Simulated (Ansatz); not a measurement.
# hcp against bcc along the alkaline-earth metals

Theory: DFT, PBE, plane waves (420 eV) with PAW, scalar-relativistic in Ansatz 0.2.0.

Each structure is relaxed within its symmetry, in the lowest magnetic state of the tried starts. Differences under about 8 meV lie within the error of the k-point mesh.

| element | E(hcp) − E(bcc) (meV/atom) | V(hcp) (Å³/atom) | V(bcc) (Å³/atom) | state of hcp | state of bcc |
| --- | --- | --- | --- | --- | --- |
| Be | -102 | 7.91 | 7.83 | spin not included | spin not included |
| Mg | -26 | 22.94 | 22.93 | spin not included | spin not included |
| Ca | -11 | 42.42 | 42.14 | spin not included | spin not included |
| Sr | -3 | 55.30 | 54.24 | spin not included | spin not included |
| Ba | 14 | 63.74 | 63.44 | spin not included | spin not included |
